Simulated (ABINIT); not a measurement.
CoO:

```
Co O
1.0
     1.50547    0.86918    2.43993
    -1.50547    0.86918    2.43993
     0.00000   -1.73837    2.43993
Co O
1 1
Direct
  0.00000 0.00000 0.00000
  0.50000 0.50000 0.50000
```

The cell is a database's computed one.

* Program: ABINIT 10.8.3 (patched build)
* Task: relaxation of cell and atoms
* Functional: PBEsol
* Potentials or basis: JTH PAW PBE v2.0
* Cutoff: 707 eV
* k mesh: 9 × 9 × 9
* Occupations: fermi-dirac, width 0.05 eV
* Spin: collinear spin, ferromagnetic start
* Starting moments: [2.0, 0.0] μB

At the start: pressure -9.0 GPa; volume 9.58 Å³/atom.

Q: How do energy, volume and symmetry change on relaxing?

A: Over 7 steps the energy falls by 15.5 meV/atom and the volume is 9.06 Å³/atom (-5.4 %); space group Fm-3m (No. 225, to 0.05 Å); moment 2.75 μB per cell.

Step by step:
```
step  energy change (eV)  largest force (eV/Å)  pressure (GPa)  volume (Å³)
   1              0.0000                0.0000           -9.05        19.16
   2             -0.0230                0.0000           -4.90        18.63
   3             -0.0310                0.0000            0.79        18.06
   4             -0.0312                0.0000           -0.04        18.13
   5             -0.0313                0.0000           -0.07        18.13
   6             -0.0309                0.0000           -0.02        18.13
   7             -0.0309                0.0000            0.00        18.13
```

Final structure:
```
Co O
1.0
     1.47436    0.85122    2.40764
    -1.47436    0.85122    2.40764
     0.00000   -1.70244    2.40764
Co O
1 1
Direct
  0.00000 0.00000 0.00000
  0.50000 0.50000 0.50000
```

Caveat: the PAW data sets were made with another functional, which shifts forces and pressure a little; a cell with one magnetic atom can't hold antiferromagnetic order, which such compounds often take.
